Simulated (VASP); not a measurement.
# Be (Im-3m) in VASP: a series of runs

One crystal, Be, is run at these levels: PBE; tasks: single point.

Program: VASP 6.6.1. These are calculated values, not measurements. Logs are shortened: lines on timing, memory, paths and dates and some standing lists are left out, and cuts for length are marked.

### Step 1. Starting point

It takes space group Im-3m (No. 229, cubic). Conventional cell: a = 2.501 Å, b = 2.501 Å, c = 2.501 Å, α = 90.00°, β = 90.00°, γ = 90.00°. Around Be (site symmetry m-3m) lie 8 Be at 2.17 Å.

The cell was built by a generator and needn't be a form met in nature.

### Step 2. Single point, PBE

Contents of INCAR:

```
PREC = Accurate ; ENCUT = 520
EDIFF = 1E-6 ; ISMEAR = 0
SIGMA = 0.05 ; LREAL = F
LASPH = T ; NELM = 100
ALGO = Normal ; ISIF = 2
LWAVE = F ; LCHARG = F
GGA = PE ; NBANDS = 7
```

Contents of KPOINTS:

```
regular mesh
0
Gamma
  22 22 22
```

Contents of POSCAR:

```
Be
1.0
   -1.2503942879      1.2503942879      1.2503942879
    1.2503942879     -1.2503942879      1.2503942879
    1.2503942879      1.2503942879     -1.2503942879
Be
1
Direct
    0.0000000000      0.0000000000      0.0000000000
```

Potentials or basis: VASP PAW PBE potentials, release 64 (Be).

Command:

```
> cat potpaw_PBE.64/Be/POTCAR > POTCAR
> mpirun -np 1 vasp_std > vasp.out
```

OUTCAR:

```text
PREC = Accurate
   ENCUT = 520
   EDIFF = 1E-6
   ISMEAR = 0
   LREAL = F
   LASPH = T
   NELM = 100
   ISIF = 2
   GGA = PE

 ion  position               nearest neighbor table
   1  0.000  0.000  0.000-

  LATTYP: Found a body centered cubic cell.
 ALAT       =     2.5007885758

  Lattice vectors:

 A1 = (  -1.2503942879,   1.2503942879,   1.2503942879)
 A2 = (   1.2503942879,  -1.2503942879,   1.2503942879)
 A3 = (   1.2503942879,   1.2503942879,  -1.2503942879)

Analysis of symmetry for initial positions (statically):
=====================================================================
 Subroutine PRICEL returns:
 Original cell was already a primitive cell.

 Routine SETGRP: Setting up the symmetry group for a
 body centered cubic supercell.

 Subroutine GETGRP returns: Found 48 space group operations
 (whereof 48 operations were pure point group operations)
 out of a pool of 48 trial point group operations.

The static configuration has the point symmetry O_h .

Analysis of symmetry for dynamics (positions and initial velocities):
=====================================================================
 Subroutine PRICEL returns:
 Original cell was already a primitive cell.

 Routine SETGRP: Setting up the symmetry group for a
 body centered cubic supercell.

 Subroutine GETGRP returns: Found 48 space group operations
 (whereof 48 operations were pure point group operations)
 out of a pool of 48 trial point group operations.

The dynamic configuration has the point symmetry O_h .

 Subroutine INISYM returns: Found 48 space group operations
 (whereof 48 operations are pure point group operations),
 and found     1 'primitive' translations

----------------------------------------------------------------------------------------

                                     Primitive cell

  volume of cell :       7.8199

  direct lattice vectors                    reciprocal lattice vectors
    -1.250394288  1.250394288  1.250394288     0.000000000  0.399873868  0.399873868
     1.250394288 -1.250394288  1.250394288     0.399873868  0.000000000  0.399873868
     1.250394288  1.250394288 -1.250394288     0.399873868  0.399873868  0.000000000

  length of vectors
     2.165746436  2.165746436  2.165746436     0.565507047  0.565507047  0.565507047

  position of ions in fractional coordinates (direct lattice)
     0.000000000  0.000000000  0.000000000
[... 76 lines left out ...]
   EDIFF  = 0.1E-05   stopping-criterion for ELM
   LREAL  =      F    real-space projection
   EDIFFG = 0.1E-04   stopping-criterion for IOM
   NSW    =      0    number of steps for IOM
   IBRION =     -1    ionic relax: 0-MD 1-quasi-New 2-CG
   NFREE  =      0    steps in history (QN), initial steepest desc. (CG)
   ISIF   =      2    stress and relaxation
   ISYM   =      2    0-nonsym 1-usesym 2-fastsym
   POTIM  = 0.5000    time-step for ionic-motion
   TEBEG  =    0.0;   TEEND  =   0.0 temperature during run
   PSTRESS=    0.0 pullay stress
   NELECT =       2.0000    total number of electrons
   NUPDOWN=      -1.0000    fix difference up-down
   EMIN   =  10.00;   EMAX   =-10.00  energy-range for DOS
   EFERMI =   0.00;   METHOD = LEGACY
   ISMEAR =     0;   SIGMA  =   0.05  broadening in eV -4-tet -1-fermi 0-gaus
   EFERMI_NEDOS =   21; number of points for ismear=-14 and -15
   IALGO  =     38    algorithm
   IMIX   =      4    mixing-type and parameters
     AMIX     =   0.40;   BMIX     =  1.00
     AMIX_MAG =   1.60;   BMIX_MAG =  1.00
  volume/ion in A,a.u.               =       7.82        52.77
  Fermi-wavevector in a.u.,A,eV,Ry     =   1.039165  1.963737 14.692441  1.079864
  Thomas-Fermi vector in A             =   2.173683
   LORBIT       =      0    0 simple, 1 ext, 2 COOP (PROOUT), +10 PAW based schemes
   GGA     = PE    functional components
   LHFCALC =     F    Hartree Fock is set to
   AEXX    =    0.0000 exact exchange contribution
   IVDW    =     0    specifies the selected vdW correction
   LEPSILON=     F    determine dielectric tensor
   LRPA    =     F    only Hartree local field effects (RPA)
 non-spin polarized calculation
 Gauss-broadening in eV      SIGMA  =   0.05
  energy-cutoff  :      520.00
  volume of cell :        7.82
 maximum number of plane-waves:       236
   NGX =  7   NGY =  7   NGZ =  7

 number of electron       2.0000000 magnetization

 Free energy of the ion-electron system (eV)
  ---------------------------------------------------
  ext. energy  EPLUGINS =         0.00000000
  ---------------------------------------------------
  free energy    TOTEN  =        -3.66490263 eV

  energy without entropy =       -3.66473110  energy(sigma->0) =       -3.66481686

 E-fermi :   7.9462     XC(G=0): -10.6483

 val. band max:        7.9116726604   @ k =  -0.4091   0.5000   0.3182
 cond. band min:       7.9494273116   @ k =   0.2727   0.2727   0.1364
 fundamental gap:      0.0377546512
 Fermi energy:         7.9462498014

 k-point     1 :       0.0000    0.0000    0.0000
  band No.  band energies     occupation
      1      -4.2971      2.00000
      2      27.4236      0.00000
      3      27.4236      0.00000
      4      27.4236      0.00000
      5      38.8059      0.00000
      6      38.8059      0.00000
      7      38.8059      0.00000
[... 221 lines left out ...]
 k-point    24 :       0.1364    0.0909    0.0000
  band No.  band energies     occupation
      1      -2.9140      2.00000
      2      21.9071      0.00000
      3      23.0213      0.00000
      4      25.2519      0.00000
      5      33.6046      0.00000
      6      34.0392      0.00000
      7      39.0979      0.00000

 [... further k-points ...]

------------------------ aborting loop because EDIFF is reached ----------------------------------------

  FORCE on cell =-STRESS in cart. coord.  units (eV):
  Direction    XX          YY          ZZ          XY          YZ          ZX
  --------------------------------------------------------------------------------------
  -------------------------------------------------------------------------------------
  Total        0.0060296      0.0060296      0.0060296      0.0000000      0.0000000      0.0000000
  in kB        1.2353830      1.2353830      1.2353830      0.0000000      0.0000000      0.0000000
  external PRESSURE =       1.2353830 kB  Pullay stress =       0.0000000 kB

 VOLUME and BASIS-vectors are now :
 -----------------------------------------------------------------------------
  energy-cutoff  :      520.00
  volume of cell :        7.82
      direct lattice vectors                 reciprocal lattice vectors
    -1.250394288  1.250394288  1.250394288     0.000000000  0.399873868  0.399873868
     1.250394288 -1.250394288  1.250394288     0.399873868  0.000000000  0.399873868
     1.250394288  1.250394288 -1.250394288     0.399873868  0.399873868  0.000000000

 POSITION                                       TOTAL-FORCE (eV/Angst)
 -----------------------------------------------------------------------------------
      0.00000      0.00000      0.00000         0.000000     -0.000000     -0.000000
 -----------------------------------------------------------------------------------
    total drift:                               -0.000000      0.000000      0.000000

  FREE ENERGIE OF THE ION-ELECTRON SYSTEM (eV)
  ---------------------------------------------------
  free  energy   TOTEN  =        -3.6649026305 eV

  energy  without entropy=       -3.6647310963  energy(sigma->0) =       -3.66481686
```

OSZICAR:

```text
N       E                     dE             d eps       ncg     rms          rms(c)
DAV:   1    -0.236022003683E+01   -0.23602E+01   -0.11213E+03  4998   0.234E+02
DAV:   2    -0.369312843587E+01   -0.13329E+01   -0.12126E+01  6370   0.251E+01
DAV:   3    -0.369530391809E+01   -0.21755E-02   -0.21754E-02  5306   0.912E-01
DAV:   4    -0.369530430880E+01   -0.39071E-06   -0.39150E-06  6790   0.118E-02
DAV:   5    -0.369530430912E+01   -0.31676E-09   -0.40179E-10  5390   0.576E-05    0.787E-01
DAV:   6    -0.367347511145E+01    0.21829E-01   -0.24646E-03  5082   0.483E-01    0.484E-01
DAV:   7    -0.366492394479E+01    0.85512E-02   -0.24191E-03  4914   0.503E-01    0.181E-02
DAV:   8    -0.366490241097E+01    0.21534E-04   -0.78845E-06  5173   0.241E-02    0.679E-03
DAV:   9    -0.366490263054E+01   -0.21957E-06   -0.98081E-07  5537   0.700E-03
   1 F= -.36649026E+01 E0= -.36648169E+01  d E =-.171534E-03
```

Wall time 4.1 s (1 thread of Intel Xeon Platinum 8488C (Sapphire Rapids), shared host); peak memory 0.12 GiB.

What came out:

* Free energy: -3.6649 eV
* Pressure: 0.1 GPa
* Band gap on the k mesh: none (metal or under the smearing width)

### Step 3. Single point, PBE

This run uses another cell than the first one, of 8.15 Å³/atom, 1.042 times its volume.

Contents of INCAR:

```
PREC = Accurate
ENCUT = 520
EDIFF = 1E-7
ISMEAR = 0
SIGMA = 0.05
LREAL = F
LASPH = T
NELM = 100
ALGO = Normal
ISIF = 2
LWAVE = F
LCHARG = F
GGA = PE
NBANDS = 7
```

Contents of KPOINTS:

```
Automatic mesh
0
Gamma
  22 22 22
```

Contents of POSCAR:

```
Be
1.0
   -1.2676664736      1.2676664736      1.2676664736
    1.2676664736     -1.2676664736      1.2676664736
    1.2676664736      1.2676664736     -1.2676664736
Be
1
Direct
    0.0000000000      0.0000000000      0.0000000000
```

Potentials or basis: VASP PAW PBE potentials, release 64 (Be).

Command:

```
> cat potpaw_PBE.64/Be/POTCAR > POTCAR
> mpirun -np 1 vasp_std > vasp.out
```

Wall time 4.4 s (1 thread of Intel Xeon Platinum 8488C (Sapphire Rapids), shared host); peak memory 0.12 GiB.

Results (log left out):

| Item | Value |
| --- | --- |
| Free energy | -3.6601 eV |
| Pressure | -4.7 GPa |
| Band gap on the k mesh | none (metal or under the smearing width) |

Levels at points of the mesh, in eV from the Fermi level:
| k point | band 1 | band 2 | band 3 | band 4 | band 5 |
| --- | --- | --- | --- | --- | --- |
| (0.00, 0.00, 0.00) | -12.01 | 18.82 | 18.82 | 18.82 | 30.05 |
| (0.50, 0.00, 0.00) | -5.06 | 0.30 | 11.93 | 15.07 | 19.98 |
| (0.50, 0.50, 0.50) | 3.88 | 3.88 | 3.88 | 9.66 | 9.66 |
